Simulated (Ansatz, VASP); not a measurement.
# One calculation of K, two programs

```
K
1.0
     2.22550   -3.82785    0.00000
     2.22550    3.82785    0.00000
     0.00000    0.00000    7.16568
K
2
Direct
  0.83280 0.16720 0.25000
  0.16720 0.83280 0.75000
```

Alike in both runs: functional PBE; dispersion D3(BJ); k mesh 10 × 10 × 6; occupations gaussian, width 0.1 eV; no spin polarisation.

Ansatz relaxed the structure, and its values are those at the end. VASP's run is a single point on that final structure, the one shown.

|  | VASP | Ansatz |
| --- | --- | --- |
| version | VASP 6.6.1 | Ansatz 0.2.0 |
| potentials or method | VASP PAW PBE potentials, release 64 (K_sv) | scalar-relativistic, plane waves, PAW |
| plane-wave cutoff (eV) | 520 | 420 |
| valence electrons in the cell | 18 | 18 |

|  | VASP | Ansatz | Ansatz less VASP |
| --- | --- | --- | --- |
| gap on the k mesh at the Fermi level (eV) | none | none | - |
| pressure (GPa) | 0.6 | 0.6 | +0.01 |

A gap of «none» marks a metal or a gap that the smearing closes.

Caveats: pairwise dispersion overbinds metals, which lowers pressure and volume.
